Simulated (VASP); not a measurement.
**Ni: single point with PBE**

Crystal: Ni.

```
CELL_PARAMETERS angstrom
1.27901 2.21531 0.00000
-1.27901 2.21531 0.00000
0.00000 0.00000 4.00548
ATOMIC_POSITIONS crystal
Ni 0.33333 0.33334 0.25000
Ni 0.66666 0.66667 0.75000
```

The cell was built by a generator and needn't be a form met in nature.

```yaml
Program: VASP 6.6.1
Task: single point
Functional: PBE
Potentials_or_basis: VASP PAW PBE potentials, release 64 (Ni)
Cutoff: 520 eV
k_mesh: 8 × 8 × 5
Occupations: fermi-dirac, width 0.1 eV
Spin: no spin polarisation
```

```yaml
Pressure: -6.7 GPa
Band_gap_on_the_k_mesh: none (metal or under the smearing width)
```

Stress tensor (GPa, compression positive):
```
-9.08  0.00  0.00
 0.00 -9.08  0.00
 0.00  0.00 -1.86
```

Levels at points of the mesh, in eV from the Fermi level:
| k point | band 8 | band 9 | band 10 | band 11 | band 12 | band 13 |
| --- | --- | --- | --- | --- | --- | --- |
| (0.00, 0.00, 0.00) | -1.23 | -1.23 | -0.18 | -0.18 | 0.33 | 6.34 |
| (0.50, 0.00, 0.00) | -0.13 | 0.02 | 0.06 | 1.41 | 3.08 | 9.51 |
| (0.50, 0.50, 0.00) | -0.13 | 0.02 | 0.06 | 1.41 | 3.08 | 9.51 |

Wall time 19 s on 1 thread of AMD EPYC 7R13 Processor (Zen 3) (shared host), peak memory 0.11 GiB.

Caveat: the run has no spin polarisation, though such a crystal can be magnetic. Spin polarisation is off, so any magnetic state and its effect on volume and gap are missing.
